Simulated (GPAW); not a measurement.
# WC (F-43m) in GPAW: convergence with bands over the usual count

Aim: find how far bands over the usual count must go before the results for WC settle, at PBEsol. This setting moves, with any that are tied to it; all else stays.

All numbers are computed with GPAW 26.7.0; they aren't measurements. Logs are shortened: lines on timing, memory, paths and dates and some standing lists are left out, and cuts for length are marked. The log counts tension as positive stress, the text compression.

## Step 1: The crystal as given

The structure is cubic, space group F-43m (No. 216). Conventional cell: a = 4.604 Å, b = 4.604 Å, c = 4.604 Å, α = 90.00°, β = 90.00°, γ = 90.00°. Around W (site symmetry -43m) lie 4 C at 1.99 Å. Around C (site symmetry -43m) lie 4 W at 1.99 Å.

The cell was built by a generator and needn't be a form met in nature.

## Step 2: With bands over the usual count 0.72

Contents of run.py:

```python
from ase.dft.bandgap import bandgap
from ase.io import read, write
from ase.units import GPa
from gpaw import GPAW, PW, setup_paths

setup_paths.insert(0, '.')

atoms = read('POSCAR')

calc = GPAW(mode=PW(800),
            xc='PBEsol',
            kpts={'size': (10, 10, 10), 'gamma': True},
            occupations={'name': 'fermi-dirac', 'width': 0.05},
            nbands=14,
            convergence={'density': 1e-05, 'energy': 1e-05},
            maxiter=100,
            txt='gpaw.txt')
atoms.calc = calc
energy = atoms.get_potential_energy()
forces = atoms.get_forces()
stress = atoms.get_stress()
calc.write('gs.gpw')
write('result.traj', atoms)
print(f'Energy: {energy:.6f} eV')
print('Forces (eV/A):')
print(forces.round(4))
print('Stress (GPa):', (stress / GPa).round(3))
print('Fermi level:', round(calc.get_fermi_level(), 4), 'eV')
print(f'Gap: {bandgap(calc)[0]:.4f} eV, direct: {bandgap(calc, direct=True)[0]:.4f} eV')
```

Contents of POSCAR:

```
WC
1.0
    0.0000000000      2.3021091000      2.3021091000
    2.3021091000      0.0000000000      2.3021091000
    2.3021091000      2.3021091000      0.0000000000
W C
1 1
Direct
    0.0000000000      0.0000000000      0.0000000000
    0.7500000000      0.7500000000      0.7500000000
```

Potentials or basis: PAW data sets generated in the run's folder for this functional, pw.

Command:

```
> gpaw-setup -f PBEsol C W
> OMP_NUM_THREADS=1 python run.py
```

gpaw.txt:

```text
__  _  _
 | _ |_)|_||  |
 |__||  | ||/\| - 26.7.0

Input parameters:
  mode=PW(ecut=800.0),
  convergence={'density': 1e-05, 'energy': 1e-05},
  kpts=MonkhorstPack(size=(10, 10, 10), gamma=True),
  maxiter=100,
  nbands=14,
  occupations=Occupations(name='fermi-dirac', width=0.05),
  xc=XC(name='PBEsol')

Diagonalizing LCAO Hamiltonian
Converting LCAO to pw mode

                  C

       W

Atoms  # Å, Bohr magnetons
|   | symbol |        x |        y |        z |    initial magnetic moments |
|---|--------|----------|----------|----------|-----------------------------|
| 0 |      W | 0.000000 | 0.000000 | 0.000000 | ( 0.0000,  0.0000,  0.0000) |
| 1 |      C | 3.453164 | 3.453164 | 3.453164 | ( 0.0000,  0.0000,  0.0000) |

Unit cell  # Å
| periodic |        x |        y |        z |  lengths |    angles |
|----------|----------|----------|----------|----------|-----------|
|      yes | 0.000000 | 2.302109 | 2.302109 | 3.255674 | 60.000000 |
|      yes | 2.302109 | 0.000000 | 2.302109 | 3.255674 | 60.000000 |
|      yes | 2.302109 | 2.302109 | 0.000000 | 3.255674 | 60.000000 |

Number of symmetries: 24
Symmetry operations  # r_c * U_cc + t_c -> r_c
|    | kind |            matrix            |
|----|------|------------------------------|
|  0 |  E   |  1, 0, 0,  0, 1, 0,  0, 0, 1 |
|  1 |  σ   |  1, 0, 0,  0, 0, 1,  0, 1, 0 |
|  2 |  σ   |  1, 0,-1,  0, 1,-1,  0, 0,-1 |
|  3 |  C3  |  1, 0,-1,  0, 0,-1,  0, 1,-1 |
|  4 |  C3  |  1,-1, 0,  0,-1, 1,  0,-1, 0 |
|  5 |  σ   |  1,-1, 0,  0,-1, 0,  0,-1, 1 |
|  6 |  σ   |  0, 1, 0,  1, 0, 0,  0, 0, 1 |
|  7 |  C3  |  0, 1, 0,  0, 0, 1,  1, 0, 0 |
|  8 |  C2  |  0, 1,-1,  1, 0,-1,  0, 0,-1 |
|  9 |  S4  |  0, 1,-1,  0, 0,-1,  1, 0,-1 |
| 10 |  C3  |  0, 0, 1,  1, 0, 0,  0, 1, 0 |
| 11 |  σ   |  0, 0, 1,  0, 1, 0,  1, 0, 0 |
| 12 |  S4  |  0, 0,-1,  1, 0,-1,  0, 1,-1 |
| 13 |  C3  |  0, 0,-1,  0, 1,-1,  1, 0,-1 |
| 14 |  S4  |  0,-1, 1,  1,-1, 0,  0,-1, 0 |
| 15 |  C2  |  0,-1, 1,  0,-1, 0,  1,-1, 0 |
| 16 |  C3  |  0,-1, 0,  1,-1, 0,  0,-1, 1 |
| 17 |  S4  |  0,-1, 0,  0,-1, 1,  1,-1, 0 |
| 18 |  S4  | -1, 1, 0, -1, 0, 1, -1, 0, 0 |
| 19 |  C3  | -1, 1, 0, -1, 0, 0, -1, 0, 1 |
| 20 |  C3  | -1, 0, 1, -1, 1, 0, -1, 0, 0 |
| 21 |  S4  | -1, 0, 1, -1, 0, 0, -1, 1, 0 |
| 22 |  σ   | -1, 0, 0, -1, 1, 0, -1, 0, 1 |
| 23 |  C2  | -1, 0, 0, -1, 0, 1, -1, 1, 0 |

BZ-sampling:
  Number of BZ points: 1000
  Number of IBZ points: 47

  Monkhorst-Pack size: [10, 10, 10]
  Monkhorst-Pack shift: [0.05, 0.05, 0.05]

K-points  # in reciprocal-cell coordinates
|     |                                coordinates |     weight |
|-----|--------------------------------------------|------------|
|   0 | (  0.00000000,   0.00000000,   0.00000000) | 0.00100000 |
|   1 | (  0.10000000,   0.10000000,   0.00000000) | 0.00600000 |
|   2 | (  0.10000000,   0.10000000,   0.10000000) | 0.00800000 |
|   3 | (  0.20000000,   0.10000000,   0.10000000) | 0.01200000 |
|   4 | (  0.20000000,   0.20000000,   0.00000000) | 0.00600000 |
|   5 | (  0.20000000,   0.20000000,   0.10000000) | 0.02400000 |
|   6 | (  0.20000000,   0.20000000,   0.20000000) | 0.00800000 |
|   7 | (  0.30000000,   0.20000000,   0.10000000) | 0.02400000 |
|   8 | (  0.30000000,   0.20000000,   0.20000000) | 0.02400000 |
|   9 | (  0.30000000,   0.30000000,   0.00000000) | 0.00600000 |
| ... |                                            |            |
|  46 | (  0.50000000,   0.50000000,   0.50000000) | 0.00400000 |

Plane wave coefficients: 1271
Cutoff: 800.0 eV

Spin-components: 1 (collinear spins)
Bands:           14
Projectors:      11
Spin-degeneracy: 2
Datatype:        complex128

Parallelization:
  kpt:    1
  domain: 1
  band:   1

Density:
  Valence electrons: 18.0
  Components: 1
  Grid points: [24 24 24]
  Charge: 0.0  # |e|

Potential:
  Grid points: [24 24 24]

species:
  W:
    name:    Tungsten
    Z:       74.0
    valence: 14
    core:    60
    charge:  0.0  # [|e|]
    compensation charges:
      type: gauss
      rc: 0.40  # [Å]
      lmax: 2
    cutoffs:
      filter: 2.36  # [Å]
      core: 3.02  # [Å]
    projectors
    | kind |    occ | energy [eV] | rcut [Å] |
    |------|--------|-------------|----------|
    |   5s |  2.000 |     -78.864 |    1.344 |
    |   6s |  2.000 |      -5.730 |    1.344 |
    |   5p |  6.000 |     -43.252 |    1.355 |
    |   6p |  0.000 |      -1.338 |    1.355 |
    |   5d |  4.000 |      -4.526 |    1.228 |
    |    d |        |      22.686 |    1.228 |

    Using partial waves for W as LCAO basis

  C:
    name:    Carbon
    Z:       6.0
    valence: 4
    core:    2
    charge:  0.0  # [|e|]
    compensation charges:
      type: gauss
      rc: 0.20  # [Å]
      lmax: 2
    cutoffs:
      filter: 1.14  # [Å]
      core: 1.14  # [Å]
    projectors
    | kind |    occ | energy [eV] | rcut [Å] |
    |------|--------|-------------|----------|
    |   2s |  2.000 |     -13.648 |    0.635 |
    |   2p |  2.000 |      -5.232 |    0.635 |
    |    s |        |      13.563 |    0.635 |
    |    p |        |      21.979 |    0.635 |
    |    d |        |       0.000 |    0.635 |

    Using partial waves for C as LCAO basis

Reference energy: -439665.733139  # eV

eigensolver:
  PPCG
  Converge bands: occupied
  niter=2

density mixing:
  MSR1-Mixer
  Pratt-step length: 0.05
  Maximum mixing coefficient: 0.75
  Old densities: 10
  SVD Regularization: 0.005
  Good broyden scale: 1.0
  Trust region scale: 1.0
  Backstep threshold: 4.0
  History deletion threshold: 6.0
  Fourier metric: weight=20.0, sigma=0.015

occupation numbers:
  Fermi-Dirac:
    width: 0.0500  # eV

poisson solver:
  ecut: 6400.0  # eV

xc functional:
  name: PBEsol with 2 nearest neighbor stencil

convergence criteria:
- Maximum integral of absolute [dens]ity change: 1e-05 electrons / valence electron
- Maximum [total energy] change in last 3 cyles: 1e-05 eV / valence electron
- Maximum integral of absolute [eigenst]ate change: 4e-08 eV^2 / valence electron
maximum number of iterations: 100

SCF iterations
|iter     | |      energy | eigst |  dens |
|---------|-|-------------|-------|-------|
|iter:   1| |  -23.251816 | +0.10 |       |
|iter:   2| |  -22.604912 | -1.75 | -0.85 |
|iter:   3| |  -20.990389 | -0.61 | -0.91 |
|iter:   4| |  -20.992447 | -2.81 | -1.67 |
|iter:   5| |  -20.996426 | -3.56 | -1.96 |
|iter:   6| |  -20.996710 | -4.77 | -2.72 |
|iter:   7| |  -20.996720 | -6.46 | -3.56 |
|iter:   8| |  -20.996720c| -7.53c| -4.06 |
|iter:   9| |  -20.996720c| -8.55c| -5.37c|

Converged in 9 steps
Energy contributions relative to reference atoms: (reference = -439665.733139)

Energy contributions:
  Kinetic:          21.936242
  Coulomb:         -22.504736
  Zero:             -0.012447
  External:          0.000000
  Xc:              -20.412731
  Entropy:          -0.006097
  Spinorbit:         0.000000
  ----------------------------
  Free energy:     -20.999769
  Extrapolated:    -20.996720

dipole moment: (-15.737422, -15.737422, -15.737422)  # |e|*Ang

Fermi level: 12.104
Eigenvalues  # (at kpt = [0.000, 0.000, 0.000])
| band index |      eig [eV] | occ [0-2] |
|------------|---------------|-----------|
|          0 |       -62.331 |     2.000 |
|        ... |               |           |
|          2 |       -26.738 |     2.000 |
|          3 |       -26.738 |     2.000 |
|          4 |        -1.980 |     2.000 |
|          5 |         6.131 |     2.000 |
|          6 |         6.131 |     2.000 |
|          7 |         6.131 |     2.000 |
|          8 |        12.026 |     1.651 |
|          9 |        12.026 |     1.651 |
|         10 |        14.950 |     0.000 |
|         11 |        20.024 |     0.000 |
|         12 |        20.024 |     0.000 |
|         13 |        20.024 |     0.000 |

No gap
No difference between direct/indirect transitions

Forces  # eV/Ang
|        x |        y |        z |
|----------|----------|----------|
|  0.00000 | -0.00000 | -0.00000 |  # W    0
| -0.00000 |  0.00000 |  0.00000 |  # C    1

Stress tensor  # eV/Ang^3
|         x |         y |         z |
|-----------|-----------|-----------|
| -0.061802 | -0.000000 | -0.000000 |
| -0.000000 | -0.061802 |  0.000000 |
| -0.000000 |  0.000000 | -0.061802 |

# Writing to gs.gpw (mode='')
```

Wall time 24 s (1 thread of Arm Neoverse V1, shared host); peak memory 0.17 GiB.

What came out:

| Property | Result |
| --- | --- |
| Free energy | -20.9998 eV |
| Pressure | 9.9 GPa |
| Band gap on the k mesh | none (metal or under the smearing width) |

## Step 3: With bands over the usual count 0.8

run.py: that of step 2 with these lines changed.

```diff
@@ -13,3 +13,3 @@
             occupations={'name': 'fermi-dirac', 'width': 0.05},
-            nbands=14,
+            nbands=15,
             convergence={'density': 1e-05, 'energy': 1e-05},
```

POSCAR is that of step 2.

Potentials or basis: PAW data sets generated in the run's folder for this functional, pw.

Command:

```
> gpaw-setup -f PBEsol C W
> OMP_NUM_THREADS=1 python run.py
```

Run time: 26 s. Hardware: 1 thread of Arm Neoverse V1, shared host; peak memory 0.17 GiB.

Results (log left out):

* Free energy: -20.9998 eV
* Pressure: 9.9 GPa
* Band gap on the k mesh: none (metal or under the smearing width)

## Step 4: With bands over the usual count 0.9

run.py: that of step 3 with these lines changed.

```diff
@@ -13,3 +13,3 @@
             occupations={'name': 'fermi-dirac', 'width': 0.05},
-            nbands=15,
+            nbands=17,
             convergence={'density': 1e-05, 'energy': 1e-05},
```

POSCAR is that of step 3.

Command:

```
> gpaw-setup -f PBEsol C W
> OMP_NUM_THREADS=1 python run.py
```

Wall time 28 s (1 thread of Arm Neoverse V1, shared host); peak memory 0.17 GiB.

It converged, with:

```yaml
Free_energy: -20.9998 eV
Pressure: 9.9 GPa
Band_gap_on_the_k_mesh: none (metal or under the smearing width)
```

## Step 5: With bands over the usual count 1

run.py: that of step 4 with these lines changed.

```diff
@@ -13,3 +13,3 @@
             occupations={'name': 'fermi-dirac', 'width': 0.05},
-            nbands=17,
+            nbands=19,
             convergence={'density': 1e-05, 'energy': 1e-05},
```

POSCAR is that of step 4.

Command:

```
> gpaw-setup -f PBEsol C W
> OMP_NUM_THREADS=1 python run.py
```

It took 30 s on 1 thread of Arm Neoverse V1, shared host; peak memory 0.17 GiB.

Results (log left out):

| Item | Value |
| --- | --- |
| Free energy | -20.9998 eV |
| Pressure | 9.9 GPa |
| Band gap on the k mesh | none (metal or under the smearing width) |

## Step 6: With bands over the usual count 1.3

run.py: that of step 5 with these lines changed.

```diff
@@ -13,3 +13,3 @@
             occupations={'name': 'fermi-dirac', 'width': 0.05},
-            nbands=19,
+            nbands=25,
             convergence={'density': 1e-05, 'energy': 1e-05},
```

POSCAR is that of step 5.

Potentials or basis: PAW data sets generated in the run's folder for this functional, pw.

Command:

```
> gpaw-setup -f PBEsol C W
> OMP_NUM_THREADS=1 python run.py
```

Run time: 38 s. Hardware: 1 thread of Arm Neoverse V1, shared host; peak memory 0.18 GiB.

Results (log left out):

- Free energy: -20.9998 eV
- Pressure: 9.9 GPa
- Band gap on the k mesh: none (metal or under the smearing width)

## Step 7: With bands over the usual count 1.7

run.py: that of step 6 with these lines changed.

```diff
@@ -13,3 +13,3 @@
             occupations={'name': 'fermi-dirac', 'width': 0.05},
-            nbands=25,
+            nbands=32,
             convergence={'density': 1e-05, 'energy': 1e-05},
```

POSCAR is that of step 6.

Command:

```
> gpaw-setup -f PBEsol C W
> OMP_NUM_THREADS=1 python run.py
```

Run time: 48 s. Hardware: 1 thread of Arm Neoverse V1, shared host; peak memory 0.19 GiB.

The run converged. Its results:

- Free energy: -20.9998 eV
- Pressure: 9.9 GPa
- Band gap on the k mesh: none (metal or under the smearing width)

## Step 8: With bands over the usual count 2.5

run.py: that of step 7 with these lines changed.

```diff
@@ -13,3 +13,3 @@
             occupations={'name': 'fermi-dirac', 'width': 0.05},
-            nbands=32,
+            nbands=47,
             convergence={'density': 1e-05, 'energy': 1e-05},
```

POSCAR is that of step 7.

Command:

```
> gpaw-setup -f PBEsol C W
> OMP_NUM_THREADS=1 python run.py
```

Run time: 67 s. Hardware: 1 thread of Arm Neoverse V1, shared host; peak memory 0.2 GiB.

It converged, with:

```
Free energy            : -20.9998 eV
Pressure               : 9.9 GPa
Band gap on the k mesh : none (metal or under the smearing width)
```

## Step 9: Summary

| bands over the usual count | energy less the tightest run, at zero smearing (meV/atom) | SCF cycles | CPU time (s) | peak memory (GiB) |
| --- | --- | --- | --- | --- |
| 0.72 | 0.00 | 9 | 24 | 0.17 |
| 0.8 | 0.00 | 9 | 26 | 0.17 |
| 0.9 | 0.00 | 9 | 28 | 0.17 |
| 1 | 0.00 | 9 | 30 | 0.17 |
| 1.3 | 0.00 | 9 | 38 | 0.18 |
| 1.7 | 0.00 | 9 | 48 | 0.19 |
| 2.5 | 0.00 | 9 | 67 | 0.2 |

Against the tightest run, the energy stays within 1 meV/atom from 0.72 on. The tightest run that finished is the yardstick and may itself not be fully converged.
